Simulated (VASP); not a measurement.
Here is a VASP 6.6.1 calculation.

File INCAR:

```
PREC = Accurate
ENCUT = 600
EDIFF = 1E-7
ISMEAR = 0
SIGMA = 0.03
LREAL = F
LASPH = T
NELM = 80
ALGO = Normal
ISIF = 4
LWAVE = F
LCHARG = F
IBRION = 2
NSW = 40
EDIFFG = -0.01
```

The input KPOINTS:

```
Automatic mesh
0
Gamma
  9 9 6
```

POSCAR

```
Te                                      
1.0
    4.3322239489     -0.0000000000      0.0000000000
   -2.1661119745      3.7518159947      0.0000000000
    0.0000000000      0.0000000000      6.0160035952
  Te            
     3
Direct
     0.2869691410427617    1.0000000000000000    0.3333333332999970
     0.0000000000000000    0.2869691410427688    0.6666666667000030
     0.7130308589572313    0.7130308589572313    0.0000000000000000
```

Potentials or basis: VASP PAW LDA potentials, release 64 (Te).

Launch:

```bash
$ cat potpaw_LDA.64/Te/POTCAR > POTCAR
$ mpirun -np 1 vasp_std > vasp.out
```

What does it give for the energy gained by relaxing?

3.1 meV/atom.

Estimate the band gap on the k mesh.

0.03 eV, direct.

Final structure:
```yaml
crystal:
  lattice:
    - [4.36356, 0.00000, 0.00000]
    - [-2.18178, 3.77895, 0.00000]
    - [0.00000, 0.00000, 5.92991]
  atoms:
    - { symbol: Te, position: [0.28004, 0.00000, 0.33333] }
    - { symbol: Te, position: [0.00000, 0.28004, 0.66667] }
    - { symbol: Te, position: [0.71996, 0.71996, 0.00000] }
```

Caveat: spin-orbit coupling is left out, which moves the levels of the heavy elements; an odd mesh through Γ misses points on the zone boundary, where band edges often lie.
